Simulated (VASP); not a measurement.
Write the native input for VASP 6.6.1 that does the following.

```
Task                   : relaxation of the atoms
Functional             : LDA
Potentials or basis    : VASP PAW LDA potentials, release 64 (K_sv, I)
Cutoff                 : 520 eV
k mesh                 : 6 × 6 × 4
Occupations            : gaussian, width 0.05 eV
Spin                   : no spin polarisation
Further INCAR settings : ALGO = Normal; EDIFF = 1e-06; IBRION = 2; EDIFFG = -0.01; NSW = 40
```

The structure of KI lies in POSCAR:

```
KI
1.0
    0.0000000000     -3.5245500000     -3.5245500000
   -3.5245500000      0.0000000000     -3.5245500000
    3.5245500000      3.5245500000     -7.0491000000
K I
2 2
Direct
    0.5011319400      0.5004670100      0.5003183200
    0.9988680600      0.9995329900      0.9996816800
    0.7465754900      0.7522135800      0.7463113600
    0.2534245100      0.2477864200      0.2536886400
```

The cell isn't the ideal one: a zone-boundary wave of random shape, sigma 0.02 Å.

These files were run (other wordings do the same):

INCAR

```
SYSTEM = KI
ALGO     = Normal         ! electronic algorithm
EDIFF    = 1E-6           ! SCF threshold, eV
EDIFFG   = -0.01          ! ionic threshold
ENCUT    = 520            ! plane-wave cutoff, eV
IBRION   = 2              ! ionic algorithm
ISIF     = 2              ! what is computed and relaxed
ISMEAR   = 0              ! smearing method
LASPH    = .True.         ! aspherical terms in the spheres
LCHARG   = .False.        ! write CHGCAR
LREAL    = .False.        ! projectors in reciprocal space
LWAVE    = .False.        ! write WAVECAR
NELM     = 80             ! most SCF steps
NSW      = 40             ! ionic steps
PREC     = Accurate       ! precision mode
SIGMA    = 0.05           ! smearing width, eV
```

KPOINTS

```
k-points
0
Gamma
  6 6 4
  0 0 0
```

Potentials or basis: VASP PAW LDA potentials, release 64 (K_sv, I).

Command:

```bash
$ cat potpaw_LDA.64/K_sv/POTCAR potpaw_LDA.64/I/POTCAR > POTCAR
$ mpirun -np 1 vasp_std > vasp.out
```

Results of the run:

The energy gained by relaxing is 0.5 meV/atom and the ionic steps are 6. The pressure after relaxing is -1.2 GPa, the largest force after relaxing is 0.009 eV/Å and the band gap on the k mesh is 3.63 eV.

Caveat: spin-orbit coupling is left out, which moves the levels of the heavy elements.

Wall time 8.3 min on 1 thread of Intel(R) Xeon(R) Platinum 8488C (Sapphire Rapids) (shared host), peak memory 0.42 GiB.
